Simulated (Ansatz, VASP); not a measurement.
Two plane-wave programs on SnO2

```
Sn O
1.0
     4.72072    0.00000    0.00000
     0.00000    4.72072    0.00000
     0.00000    0.00000    3.18876
Sn O
2 4
Direct
  0.00000 0.00000 0.98683
  0.50000 0.50000 0.51317
  0.30611 0.30611 0.00766
  0.19389 0.80611 0.49234
  0.69389 0.69389 0.00766
  0.80611 0.19389 0.49234
```

Change from the starting cell: mode 4 frozen in at +0.000 Å and mode 5 at -0.042 Å (largest displacements).

Alike in both runs: task single point; functional LDA; k mesh 6 × 6 × 8; occupations gaussian, width 0.05 eV; no spin polarisation.

|  | VASP | Ansatz |
| --- | --- | --- |
| version | VASP 6.6.1 | Ansatz 0.2.0 |
| potentials or method | VASP PAW LDA potentials, release 64 (Sn_d, O) | scalar-relativistic, plane waves, PAW |
| plane-wave cutoff (eV) | 520 | 520 |
| valence electrons in the cell | 52 | 52 |

```csv
,VASP,Ansatz,Ansatz less VASP
gap on the k mesh at the Fermi level (eV),1.20,1.17,-0.028
least direct gap on the mesh (eV),1.20,1.17,-0.028
pressure (GPa),1.4,0.0,-1.38
largest component of the traceless stress (GPa),0.35,0.02,-0.330
rms of the force components (eV/Å),0.139,0.132,-0.0066
```

Atom by atom the forces differ by 0.015 eV/Å (rms over components). Ansatz warned: «pseudo_functional_mismatch».

Caveats: spin-orbit coupling is left out, which moves the levels of the heavy elements.
